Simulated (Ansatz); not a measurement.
# TiPt3: the cost of one run

Computed with Ansatz 0.2.0 (DFT PBE, scalar-relativistic, plane waves, PAW, unless a step's input says otherwise).

4 further runs of the same task are left out: 1 that didn't finish, 3 set aside as unsound or not needed.

### 1 The system as given

The structure is cubic, space group Pm-3m (No. 221). The conventional cell has a = 3.948 Å, b = 3.948 Å, c = 3.948 Å, α = 90.00°, β = 90.00°, γ = 90.00°. Around Ti (site symmetry m-3m) lie 12 Pt at 2.79 Å. Pt (site symmetry 4/mmm) has 4 Ti at 2.79 Å and 8 Pt at 2.79 Å as nearest neighbours.

As a file:

```
CELL_PARAMETERS angstrom
3.94818 0.00000 0.00000
0.00000 3.94818 0.00000
0.00000 0.00000 3.94818
ATOMIC_POSITIONS crystal
Ti 0.00000 0.00000 0.00000
Pt 0.00000 0.50000 0.50000
Pt 0.50000 0.00000 0.50000
Pt 0.50000 0.50000 0.00000
```

It is the result of an earlier relaxation at this level (volume 15.39 Å³/atom; gap on the mesh: none (metal)).

### 2 Electronic structure at the relaxed geometry

input.yaml reads:

```yaml
crystal:
  lattice:
    - [3.9481842857, 0.0, 0.0]
    - [0.0, 3.9481842857, 0.0]
    - [0.0, 0.0, 3.9481842857]
  atoms:
    - { symbol: Ti, position: [0.0, 0.0, 0.0] }
    - { symbol: Pt, position: [0.0, 0.5, 0.5] }
    - { symbol: Pt, position: [0.5, 0.0, 0.5] }
    - { symbol: Pt, position: [0.5, 0.5, 0.0] }
basis:
  ecutwfc: 420
kpoints:
  mp_grid: { grid: [10, 10, 10] }
  band_path:
    path:
      - [[0.0, 0.0, 0.0], [0.0, 0.5, 0.0], [0.5, 0.5, 0.0], [0.0, 0.0, 0.0], [0.5, 0.5, 0.5], [0.0, 0.5, 0.0]]
      - [[0.5, 0.5, 0.5], [0.5, 0.5, 0.0]]
    npoints: 14
hamiltonian:
  xc: pbe
scf:
  occupations: { method: gaussian, width: 0.1 }
  n_extra_bands: 10
output:
  forces: true
  stress: true
  eigenvalues: true
  populations: true
  dos: { projected: true, de: 0.02, nscf_kmesh: { grid: [15, 15, 15] } }
  bader: true
  write_density: true
  write_potential: true
  elf: true
  volumetric_format: npy
```

Run with:

```
$ ansatz run input.yaml --threads 1 --pin off --max-ram 2560MiB --backend cpu --events-out ev --progress --plain --runs-dir out
```

Q: Estimate wall time and peak memory on 1 thread of Arm Neoverse V1, shared host.

About 43 s, with a peak of 0.45 GiB.
